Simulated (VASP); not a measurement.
A run of VASP 6.6.1 is set up as follows.

File run.py:

```python
from ase.calculators.vasp import Vasp
from ase.dft.bandgap import bandgap
from ase.io import read

atoms = read('BP.cif')
calc = Vasp(
    directory='calc',
    xc='pbe',
    pp='PBE',
    setups='gw',
    prec='Accurate',
    encut=550,
    ediff=1e-06,
    ismear=0,
    sigma=0.05,
    lreal=False,
    lasph=True,
    nelm=80,
    algo='Normal',
    isif=2,
    lwave=False,
    lcharg=False,
    kpts=[10, 10, 10],
    gamma=True,
    nbands=11,
)
atoms.calc = calc

print('energy (eV):', atoms.get_potential_energy())
print('free energy (eV):', atoms.get_potential_energy(force_consistent=True))
print('forces (eV/A):')
print(atoms.get_forces())
print('stress (eV/A^3, Voigt):', atoms.get_stress())
print('Fermi level (eV):', calc.get_fermi_level())
gap, top, bottom = bandgap(calc)
print('band gap (eV):', gap, 'from (spin, k, band)', top, 'to', bottom)
```

Contents of BP.cif:

```cif
data_BP
_cell_length_a 3.20885057
_cell_length_b 3.20885057
_cell_length_c 3.20885057
_cell_angle_alpha 60.00000000
_cell_angle_beta 60.00000000
_cell_angle_gamma 60.00000000
_space_group_name_H-M_alt 'P1'
_space_group_name_Hall 'P 1'
_space_group_IT_number 1
loop_
_space_group_symop_operation_xyz
'x,y,z'
loop_
_atom_site_label
_atom_site_type_symbol
_atom_site_symmetry_multiplicity
_atom_site_Wyckoff_symbol
_atom_site_fract_x
_atom_site_fract_y
_atom_site_fract_z
_atom_site_occupancy
P1 P 1 a 0.7500000000 0.7500000000 0.7500000000 1
B1 B 1 a 0.0000000000 0.0000000000 0.0000000000 1
```

Potentials or basis: VASP PAW PBE potentials, release 64 (P_GW, B_GW).

Run with:

```sh
$ python run.py
```

Problem. What does it give for the pressure?

Solution. 1.1 GPa.

Problem. Estimate the band gap on the k mesh.

Solution. 1.24 eV, indirect (least direct gap 3.41 eV).

A k mesh can miss the band edges.
